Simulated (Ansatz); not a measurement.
**Ti: under pressure**

An exercise on one series of results from a longer session: the logs are not shown, and one member is left open.

This is Ti in the bcc structure; at room conditions it is hcp.

Method: DFT PBEsol, scalar-relativistic, plane waves, PAW, in Ansatz 0.2.0.

1 further run of the same task is left out (set aside as unsound or not needed).

## Starting point

It takes space group Im-3m (No. 229, cubic). Conventional cell: a = 3.210 Å, b = 3.210 Å, c = 3.210 Å, α = 90.00°, β = 90.00°, γ = 90.00°. Ti (site symmetry m-3m) is surrounded by 8 Ti at 2.78 Å.

Coordinates:

```xyz
1
Lattice="-1.6051 1.6051 1.6051 1.6051 -1.6051 1.6051 1.6051 1.6051 -1.6051" Properties=species:S:1:pos:R:3 pbc="T T T"
Ti    0.0000    0.0000    0.0000
```

This cell was relaxed beforehand with the same method: volume 16.54 Å³/atom, gap on the mesh none (metal).

The first run:

Input file input.yaml:

```yaml
crystal:
  lattice:
    - [-1.6103247822, 1.6103247822, 1.6103247822]
    - [1.6103247822, -1.6103247822, 1.6103247822]
    - [1.6103247822, 1.6103247822, -1.6103247822]
  atoms:
    - { symbol: Ti, position: [0.0, 0.0, 0.0] }
basis:
  ecutwfc: 420
kpoints:
  mp_grid: { grid: [18, 18, 18] }
hamiltonian:
  xc: pbesol
scf:
  occupations: { method: gaussian, width: 0.1 }
output:
  forces: true
  stress: true
  eigenvalues: true
relax:
  adjacent_minimum: "off"
  f_tol: 0.008
  max_steps: 50
  cell: { stress_tol: 0.08, p_target: -1.0 }
```

On the command line:

```
> ansatz run input.yaml --threads 1 --pin off --max-ram 2560MiB --backend cpu --events-out ev --progress --plain --runs-dir out
```

Steps of the session up to this table: -1 GPa; 1 GPa; Target pressure 4 GPa; Relaxing at 12 GPa; Target pressure 25 GPa; 50 GPa; 90 GPa.

One of the session's tables, all rows but one given; the rest of the session is left out.

Lengths are those of the vectors of the cell that was run:

```
P (GPa)  V (Å³/atom)  a (Å)  b (Å)  c (Å)  ΔH (eV/atom)
     -1        16.68  2.788  2.788  2.788        -0.104
      0        16.54  2.780  2.780  2.780         0.000
      1        16.41  2.773  2.773  2.773         0.103
      4        16.00  2.749  2.749  2.749         0.406
     12        15.09  2.696  2.696  2.696         1.181
     25        13.96  2.627  2.627  2.627         2.355
     50            ?      ?      ?      ?             ?
     90        10.80  2.412  2.412  2.412         7.284
```

Estimate the missing values for P (GPa) = 50.

Worked estimate for «V (Å³/atom)». A straight line through the neighbours (25, 13.96) and (90, 10.80) gives 13.96 + (10.80 − 13.96) × (50 − 25) / (90 − 25) = 12.74; a parabola fitted to 3 rows on both sides gives 12.25.

As computed: V (Å³/atom): 12.42; a (Å): 2.527; b (Å): 2.527; c (Å): 2.527; ΔH (eV/atom): 4.406. In «V (Å³/atom)» the line misses by +0.32 and the parabola by -0.17.

ΔH is E + PV over the energy at zero pressure; a, b and c are the vectors of the computed cell. 

To keep in mind: Other structures may take over in this range; these runs cannot find them.
